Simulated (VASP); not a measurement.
# Y (P6_3/mmc) in VASP: notebook

The runs below take Y through relaxation of cell and atoms, electrostatic potential, with PBE+D3(BJ).

Everything below comes from runs of VASP 6.6.1. Logs are shortened: lines on timing, memory, paths and dates and some standing lists are left out, and cuts for length are marked.

**1. The structure**

It takes space group P6_3/mmc (No. 194, hexagonal). Conventional cell: a = 3.600 Å, b = 3.600 Å, c = 5.620 Å, α = 90.00°, β = 90.00°, γ = 120.00°. Y (site symmetry -6m2) has 12 Y at 3.50 to 3.60 Å as nearest neighbours.

The cell was built by a generator and needn't be a form met in nature.

**2. Relaxation of cell and atoms, PBE+D3(BJ)**

Input file INCAR:

```
SYSTEM = Y
PREC = Accurate
ENCUT = 600
EDIFF = 1E-6
ISMEAR = 1
SIGMA = 0.1
LREAL = .FALSE.
LASPH = .TRUE.
NELM = 120
ALGO = Fast
ISIF = 3
LWAVE = .FALSE.
LCHARG = .FALSE.
GGA = PE
IVDW = 12
IBRION = 2
NSW = 60
EDIFFG = -0.005
```

Input file KPOINTS:

```
regular mesh
0
G
  14 14 8
  0 0 0
```

Input file POSCAR:

```
Y
1.0
    3.6000000000      0.0000000000      0.0000000000
   -1.8000000000      3.1176914500      0.0000000000
    0.0000000000      0.0000000000      5.6200000000
Y
2
Direct
    0.3333333300      0.6666666700      0.2500000000
    0.6666666700      0.3333333300      0.7500000000
```

Potentials or basis: VASP PAW PBE potentials, release 64 (Y_sv).

The run is started by

```console
$ cat potpaw_PBE.64/Y_sv/POTCAR > POTCAR
$ mpirun -np 1 vasp_std > vasp.out
```

OUTCAR:

```text
SYSTEM = Y
   PREC = Accurate
   ENCUT = 600
   EDIFF = 1E-6
   ISMEAR = 1
   LREAL = .FALSE.
   LASPH = .TRUE.
   NELM = 120
   ISIF = 3
   GGA = PE
   IVDW = 12
   IBRION = 2
   NSW = 60
   EDIFFG = -0.005
 IVDW          = 12

 ion  position               nearest neighbor table
   1  0.333  0.667  0.250-   2 3.50   2 3.50   2 3.50   2 3.50   2 3.50   2 3.50
   2  0.667  0.333  0.750-   1 3.50   1 3.50   1 3.50   1 3.50   1 3.50   1 3.50

  LATTYP: Found a hexagonal cell.
 ALAT       =     3.6000000000
 C/A-ratio  =     1.5611111111

  Lattice vectors:

 A1 = (   3.6000000000,   0.0000000000,   0.0000000000)
 A2 = (  -1.8000000000,   3.1176914500,   0.0000000000)
 A3 = (   0.0000000000,   0.0000000000,   5.6200000000)

Analysis of symmetry for initial positions (statically):
=====================================================================
 Subroutine PRICEL returns:
 Original cell was already a primitive cell.

 Routine SETGRP: Setting up the symmetry group for a
 hexagonal supercell.

 Subroutine GETGRP returns: Found 24 space group operations
 (whereof 12 operations were pure point group operations)
 out of a pool of 24 trial point group operations.

The static configuration has the point symmetry D_3d.
 The point group associated with its full space group is D_6h.

Analysis of symmetry for dynamics (positions and initial velocities):
=====================================================================
 Subroutine PRICEL returns:
 Original cell was already a primitive cell.

 Routine SETGRP: Setting up the symmetry group for a
 hexagonal supercell.

 Subroutine GETGRP returns: Found 24 space group operations
 (whereof 12 operations were pure point group operations)
 out of a pool of 24 trial point group operations.

The dynamic configuration has the point symmetry D_3d.
 The point group associated with its full space group is D_6h.

 Subroutine INISYM returns: Found 24 space group operations
 (whereof 12 operations are pure point group operations),
 and found     1 'primitive' translations

----------------------------------------------------------------------------------------

                                     Primitive cell

  volume of cell :      63.0771

  direct lattice vectors                    reciprocal lattice vectors
     3.600000000  0.000000000  0.000000000     0.277777778  0.160375075  0.000000000
    -1.800000000  3.117691450  0.000000000     0.000000000  0.320750150  0.000000000
     0.000000000  0.000000000  5.620000000     0.000000000  0.000000000  0.177935943

  length of vectors
     3.600000000  3.599999997  5.620000000     0.320750150  0.320750150  0.177935943

  position of ions in fractional coordinates (direct lattice)
     0.333333330  0.666666670  0.250000000
     0.666666670  0.333333330  0.750000000

  ion indices of the primitive-cell ions
   primitive index   ion index
                 1           1
                 2           2

----------------------------------------------------------------------------------------

 KPOINTS: regular mesh

Automatic generation of k-mesh.
 Grid dimensions read from file:
 generate k-points for:   14   14    8

 Generating k-lattice:

  Cartesian coordinates                     Fractional coordinates (reciprocal lattice)
     0.019841270  0.011455362  0.000000000     0.071428571  0.000000000  0.000000000
     0.000000000  0.022910725  0.000000000     0.000000000  0.071428571  0.000000000
     0.000000000  0.000000000  0.022241993     0.000000000  0.000000000  0.125000000

  Length of vectors
     0.022910725  0.022910725  0.022241993

  Shift w.r.t. Gamma in fractional coordinates (k-lattice)
     0.000000000  0.000000000  0.000000000

 Subroutine IBZKPT returns following result:
 ===========================================

 Found    120 irreducible k-points:

 Following reciprocal coordinates:
            Coordinates               Weight
  0.000000  0.000000  0.000000      1.000000
  0.071429 -0.000000  0.000000      6.000000
  0.142857  0.000000  0.000000      6.000000
  0.214286 -0.000000  0.000000      6.000000
  0.285714 -0.000000  0.000000      6.000000
  0.357143 -0.000000  0.000000      6.000000
[... 16 lines left out ...]
  0.285714  0.285714  0.000000      6.000000
  0.357143  0.285714  0.000000      6.000000
 [... further k-points ...]
   k-points           NKPTS =    120   k-points in BZ     NKDIM =    120   number of bands    NBANDS=     15
   number of dos      NEDOS =    301   number of ions     NIONS =      2
   total plane-waves  NPLWV =  43200
   dimension x,y,z NGX =    30 NGY =   30 NGZ =   48
   dimension x,y,z NGXF=    60 NGYF=   60 NGZF=   96
   ions per type =               2
   NGX,Y,Z   is equivalent  to a cutoff of  13.85, 13.85, 14.20 a.u.
   NGXF,Y,Z  is equivalent  to a cutoff of  27.71, 27.71, 28.40 a.u.
 SYSTEM =  Y
   PREC   = accura    normal or accurate (medium, high low for compatibility)
   ISTART =      0    job   : 0-new  1-cont  2-samecut
   ICHARG =      2    charge: 1-file 2-atom 10-const
   ISPIN  =      1    spin polarized calculation?
   LNONCOLLINEAR =      F non collinear calculations
   LSORBIT =      F    spin-orbit coupling
   LASPH  =      T    aspherical Exc in radial PAW
   ENCUT  =  600.0 eV  44.10 Ry    6.64 a.u.   7.19  7.19 11.22*2*pi/ulx,y,z
   NELM   =    120;   NELMIN=  2; NELMDL= -5     # of ELM steps
   EDIFF  = 0.1E-05   stopping-criterion for ELM
   LREAL  =      F    real-space projection
   EDIFFG = -.5E-02   stopping-criterion for IOM
   NSW    =     60    number of steps for IOM
   IBRION =      2    ionic relax: 0-MD 1-quasi-New 2-CG
   NFREE  =      1    steps in history (QN), initial steepest desc. (CG)
   ISIF   =      3    stress and relaxation
   ISYM   =      2    0-nonsym 1-usesym 2-fastsym
   POTIM  = 0.5000    time-step for ionic-motion
   TEBEG  =    0.0;   TEEND  =   0.0 temperature during run
   PSTRESS=    0.0 pullay stress
   NELECT =      22.0000    total number of electrons
   NUPDOWN=      -1.0000    fix difference up-down
   EMIN   =  10.00;   EMAX   =-10.00  energy-range for DOS
   EFERMI =   0.00;   METHOD = LEGACY
   ISMEAR =     1;   SIGMA  =   0.10  broadening in eV -4-tet -1-fermi 0-gaus
   EFERMI_NEDOS =   21; number of points for ismear=-14 and -15
   IALGO  =     68    algorithm
   IMIX   =      4    mixing-type and parameters
     AMIX     =   0.40;   BMIX     =  1.00
     AMIX_MAG =   1.60;   BMIX_MAG =  1.00
  volume/ion in A,a.u.               =      31.54       212.83
  Fermi-wavevector in a.u.,A,eV,Ry     =   1.152369  2.177663 18.067930  1.327955
  Thomas-Fermi vector in A             =   2.289021
   LORBIT       =      0    0 simple, 1 ext, 2 COOP (PROOUT), +10 PAW based schemes
   GGA     = PE    functional components
   LHFCALC =     F    Hartree Fock is set to
   AEXX    =    0.0000 exact exchange contribution
   IVDW    =    12    specifies the selected vdW correction
   LEPSILON=     F    determine dielectric tensor
   LRPA    =     F    only Hartree local field effects (RPA)
 conjugate gradient relaxation of ions
 non-spin polarized calculation
 RMM-DIIS sequential band-by-band and
 Methfessel and Paxton  Order N= 1 SIGMA  =   0.10
  energy-cutoff  :      600.00
  volume of cell :       63.08
 maximum number of plane-waves:      2129
 NGX is ok and might be reduce to    30
   NGX = 15   NGY = 15   NGZ = 23

--------------------------------------- Ionic step        1  -------------------------------------------

 number of electron      21.9999999 magnetization

 Free energy of the ion-electron system (eV)
  ---------------------------------------------------
  ext. energy  EPLUGINS =         0.00000000
  ---------------------------------------------------
  free energy    TOTEN  =       -12.85621734 eV

  energy without entropy =      -12.85833000  energy(sigma->0) =      -12.85692156

------------------------ aborting loop because EDIFF is reached ----------------------------------------

 Edisp (eV)   -0.69844

 E8    (eV) :    -0.3684

  FORCE on cell =-STRESS in cart. coord.  units (eV):
  Direction    XX          YY          ZZ          XY          YZ          ZX
  --------------------------------------------------------------------------------------
  -------------------------------------------------------------------------------------
  Total      -0.02500    -0.02500    -0.21670     0.00000    -0.00000     0.00000
  in kB      -0.63490    -0.63490    -5.50422     0.00000    -0.00000     0.00000
  external pressure =       -2.26 kB  Pullay stress =        0.00 kB
[... 97 lines left out ...]
  FREE ENERGIE OF THE ION-ELECTRON SYSTEM (eV)
  ---------------------------------------------------
  free  energy   TOTEN  =       -13.5522430515 eV

  energy  without entropy=      -13.5542977410  energy(sigma->0) =      -13.55292795

[... ionic steps 4 to 8 ...]

--------------------------------------- Ionic step        9  -------------------------------------------

 number of electron      21.9999999 magnetization

------------------------ aborting loop because EDIFF is reached ----------------------------------------

 Edisp (eV)   -0.70237

 E8    (eV) :    -0.3705
[... 69 lines left out ...]
  energy  without entropy=      -13.5575033902  energy(sigma->0) =      -13.55607334

--------------------------------------- Ionic step       11  -------------------------------------------

 number of electron      21.9999999 magnetization

 Free energy of the ion-electron system (eV)
  ---------------------------------------------------
  ext. energy  EPLUGINS =         0.00000000
  ---------------------------------------------------
  free energy    TOTEN  =       -12.85308181 eV

  energy without entropy =      -12.85522740  energy(sigma->0) =      -12.85379701

 E-fermi :   3.2155     XC(G=0):  -9.6047

 val. band max:        3.2151713744   @ k =   0.3571   0.0714   0.1250
 cond. band min:       3.2159594901   @ k =   0.4286  -0.0000   0.2500
 fundamental gap:      0.0007881157
 Fermi energy:         3.2154971374

 k-point     1 :       0.0000    0.0000    0.0000
  band No.  band energies     occupation
      1     -39.3538      2.00000
      2     -39.2604      2.00000
      3     -19.6951      2.00000
      4     -19.1429      2.00000
      5     -19.1429      2.00000
      6     -19.0338      2.00000
      7     -19.0338      2.00000
      8     -18.9865      2.00000
      9      -1.5317      2.00000
     10       1.3131      2.00000
     11       4.3383     -0.00000
     12       4.9942     -0.00000
     13       4.9942     -0.00000
     14       5.4201      0.00000
     15       5.6604      0.00000
[... 397 lines left out ...]
 k-point    24 :       0.3571    0.2857    0.0000
  band No.  band energies     occupation
      1     -39.2655      2.00000
      2     -39.2579      2.00000
      3     -19.4978      2.00000
      4     -19.3821      2.00000
      5     -19.3801      2.00000
      6     -19.3084      2.00000
      7     -19.2513      2.00000
      8     -19.2450      2.00000
      9       2.3864      2.00000
     10       2.4262      2.00000
     11       2.6612      2.00000
     12       2.7406      2.00000
     13       4.3268     -0.00000
     14       4.4324     -0.00000
     15       5.6694      0.00000

 [... further k-points ...]

------------------------ aborting loop because EDIFF is reached ----------------------------------------

 Edisp (eV)   -0.70228

 E8    (eV) :    -0.3704

  FORCE on cell =-STRESS in cart. coord.  units (eV):
  Direction    XX          YY          ZZ          XY          YZ          ZX
  --------------------------------------------------------------------------------------
  -------------------------------------------------------------------------------------
  Total       0.00157     0.00157    -0.00710     0.00000     0.00000     0.00000
  in kB       0.04021     0.04021    -0.18138     0.00000     0.00000     0.00000
  external pressure =       -0.03 kB  Pullay stress =        0.00 kB
[... 17 lines left out ...]
  FREE ENERGIE OF THE ION-ELECTRON SYSTEM (eV)
  ---------------------------------------------------
  free  energy   TOTEN  =       -13.5553591736 eV

  energy  without entropy=      -13.5575047607  energy(sigma->0) =      -13.55607437

 reached required accuracy - stopping structural energy minimisation
```

Run time: 8.3 min. Hardware: 1 thread of Intel Xeon 6975P-C (Granite Rapids), shared host; peak memory 0.35 GiB.

Results:

```yaml
Free_energy: -13.5554 eV
Relaxed_volume: 31.37 Å³/atom
Relaxed_cell: a = 3.602 Å, b = 3.602 Å, c = 5.584 Å, α = 90.00°, β = 90.00°, γ = 120.00°
Space_group_after_relaxing_to_0.05_Å: P6_3/mmc (No. 194)
Energy_gained_by_relaxing: 0.4 meV/atom
Ionic_steps: 11
Pressure_after_relaxing: 0.0 GPa
Band_gap_on_the_k_mesh: none (metal or under the smearing width)
Dispersion_energy_per_atom: -0.351 eV
```

The path:
```csv
step,energy change (eV),largest force (eV/Å),pressure (GPa),volume (Å³)
1,0.0000,0.0000,-0.23,63.08
2,-0.0006,0.0000,-0.22,62.67
3,0.0024,0.0000,0.75,61.69
4,-0.0005,0.0000,0.36,62.43
5,-0.0006,0.0000,0.10,62.56
6,-0.0006,0.0000,0.10,62.58
7,-0.0006,0.0000,0.10,62.62
8,-0.0006,0.0000,0.08,62.65
9,-0.0007,0.0000,-0.02,62.74
10,-0.0007,0.0000,0.01,62.74
11,-0.0007,0.0000,0.00,62.75
```

Final structure:
```cif
data_structure
_symmetry_space_group_name_H-M 'P 1'
_symmetry_Int_Tables_number 1
_cell_length_a 3.6021
_cell_length_b 3.6021
_cell_length_c 5.5841
_cell_angle_alpha 90.000
_cell_angle_beta 90.000
_cell_angle_gamma 120.000
_cell_volume 62.75
loop_
_atom_site_label
_atom_site_type_symbol
_atom_site_fract_x
_atom_site_fract_y
_atom_site_fract_z
_atom_site_occupancy
Y1 Y 0.33333 0.66667 0.25000 1
Y2 Y 0.66667 0.33333 0.75000 1
```

Caveat: pairwise dispersion overbinds metals, which lowers pressure and volume.

[end of part 1 of 2]
